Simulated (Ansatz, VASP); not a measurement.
**One calculation of BN, two programs**

Contents of INCAR:

```
PREC = Accurate ; ENCUT = 520
EDIFF = 1E-6 ; ISMEAR = -1
SIGMA = 0.02 ; LREAL = False
LASPH = True ; NELM = 80
ALGO = Normal ; ISIF = 2
LWAVE = False ; LCHARG = True
GGA = PE ; LELF = True
LVHAR = True ; NBANDS = 16
```

The input KPOINTS:

```
Automatic mesh
0
Gamma
  11 11 4
```

File POSCAR:

```
BN
1.0
    2.5039917043      0.0000000000      0.0000000000
   -1.2519958522      2.1685204268      0.0000000000
    0.0000000000      0.0000000000      6.7278120000
B N
2 2
Direct
    0.3333333333      0.6666666667      0.2500000000
    0.6666666667      0.3333333333      0.7500000000
    0.3333333333      0.6666666667      0.7500000000
    0.6666666667      0.3333333333      0.2500000000
```

Input for Ansatz:

```yaml
crystal:
  lattice:
    - [2.5039917043, 0.0, 0.0]
    - [-1.2519958522, 2.1685204268, 0.0]
    - [0.0, 0.0, 6.727812]
  atoms:
    - { symbol: B, position: [0.3333333333, 0.6666666667, 0.25] }
    - { symbol: B, position: [0.6666666667, 0.3333333333, 0.75] }
    - { symbol: "N", position: [0.3333333333, 0.6666666667, 0.75] }
    - { symbol: "N", position: [0.6666666667, 0.3333333333, 0.25] }
kpoints:
  mp_grid: { grid: [11, 11, 4] }
  band_path:
    path:
      - [0.0, 0.0, 0.0]
      - [0.5, 0.0, 0.0]
      - [0.3333333333, 0.3333333333, 0.0]
      - [0.0, 0.0, 0.0]
      - [0.0, 0.0, 0.5]
      - [0.5, 0.0, 0.5]
      - [0.3333333333, 0.3333333333, 0.5]
      - [0.0, 0.0, 0.5]
      - [0.5, 0.0, 0.5]
    npoints: 5
scf:
  occupations: { method: fermi_dirac, width: 0.02 }
hamiltonian:
  xc: pbe
  pseudopotentials: { kind: all_electron, lapw: { basis_error: 0.001 } }
output:
  forces: true
  stress: true
  eigenvalues: true
```

Change from the starting cell: zz strain of +1 %.

Alike in both runs: task single point; functional PBE; k mesh 11 × 11 × 4; occupations fermi-dirac, width 0.02 eV; no spin polarisation.

|  | VASP | Ansatz |
| --- | --- | --- |
| version | VASP 6.6.1 | Ansatz 0.2.0 |
| potentials or method | VASP PAW PBE potentials, release 64 (B, N) | all-electron LAPW, scalar-relativistic |
| plane-wave cutoff (eV) | 520 | see its input |

```tsv
	VASP	Ansatz	Ansatz less VASP
gap on the k mesh at the Fermi level (eV)	4.35	4.35	0.000
pressure (GPa)	3.3	3.2	-0.11
largest component of the traceless stress (GPa)	0.86	0.61	-0.250
```

Ansatz ran all-electron here, so the differences hold the error of VASP's frozen core and of both bases.

Caveats: an odd mesh through Γ misses points on the zone boundary, where band edges often lie; this functional lacks dispersion, which binds the layers, so the pressure and a relaxed spacing across them are unreliable.
